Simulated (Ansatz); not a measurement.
GaN under changes of volume

One of the cells (11.444 Å³/atom); the others are scaled copies at fixed shape and fractional positions:

```xyz
2
Lattice="0.0000 2.2535 2.2535 2.2535 0.0000 2.2535 2.2535 2.2535 0.0000" Properties=species:S:1:pos:R:3 pbc="T T T"
Ga    0.0000    0.0000    0.0000
N     1.1268    1.1268    1.1268
```

The cell is a database's computed one.

```yaml
Program: Ansatz 0.2.0
Functional: r2SCAN
Dispersion: D4
Potentials_or_basis: Ansatz PAW
Cutoff: "500 eV (not typed: the program's choice for these potentials)"
k_mesh: 10 × 10 × 10
Occupations: fermi-dirac, width 0.05 eV
Spin: no spin polarisation
```

```tsv
volume (Å³/atom)	energy over the lowest point (meV/atom)	pressure (GPa)	gap on the mesh (eV)
10.757	15.21	10.1	2.54
10.986	4.28	5.2	2.40
11.215	0.00	0.8	2.26
11.444	?	?	?
11.673	8.76	-6.7	1.99
11.902	20.65	-9.9	1.86
12.131	36.83	-12.7	1.74
```

What does the run at 11.444 Å³/atom give?

Energy over the lowest point 1.70 meV/atom; pressure -3.1 GPa; gap on the mesh 2.13 eV.

Worked out: A Birch-Murnaghan fit of order 3 (a polynomial in V^(-2/3)) to the other rows has its minimum at 11.26 Å³/atom with B0 = V·E''(V) = 201 GPa and B' = 4.3. It gives 1.70 meV/atom at 11.444 Å³/atom, against the run's 1.70, and -dE/dV = -3.1 GPa, against -3.1. A straight line through the other rows of the gap, of slope -6.69 eV per unit of ln V (its deformation potential), gives 2.13 eV, against the run's 2.13.

Energies are extrapolated to zero smearing.

Caveats: the PAW data sets come from PBE, with cores solved anew for the run's functional, which leaves a small shift of forces and pressure.

Spin-orbit coupling on Ga is left out.
